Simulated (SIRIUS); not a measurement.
Runs of SIRIUS 7.12.0 on CdF2. It takes space group Fm-3m (No. 225, cubic). The conventional cell has a = 5.388 Å, b = 5.388 Å, c = 5.388 Å, α = 90.00°, β = 90.00°, γ = 90.00°. Around Cd (site symmetry m-3m) lie 8 F at 2.33 Å. F (site symmetry -43m) is surrounded by 4 Cd at 2.33 Å. 

```csv
task,level,reference energy of the basis,start of the SCF,gap on the mesh (eV),V0 of scaled cells (Å³/atom),B0 (GPa)
band structure,LDA,0.02 Ha,LDA density,2.82,-,-
single point,PBE,0.02 Ha,LDA density,3.12,-,-
equation of state,PBE,-,-,-,13.70,92
band structure,PBEsol,0.02 Ha,LDA density,(a),-,-
band structure,PBE,0.02 Ha,LDA density,3.12,-,-
equation of state,LDA,-,-,-,12.39,(b)
```

Alike in all rows: potentials or basis all-electron FP-LAPW, apw+lo standard; no spin polarisation; cell as given; k mesh 9 × 9 × 9; cutoff (eV) 273; smearing fermi-dirac 0.05 eV.

Problem. Estimate the missing entries.

Solution. (a) 2.96; (b) 128.

Caveats: an odd mesh through Γ misses points on the zone boundary, where band edges often lie (some runs).

A k mesh can miss the band edges, and the runs leave out spin-orbit coupling on Cd.
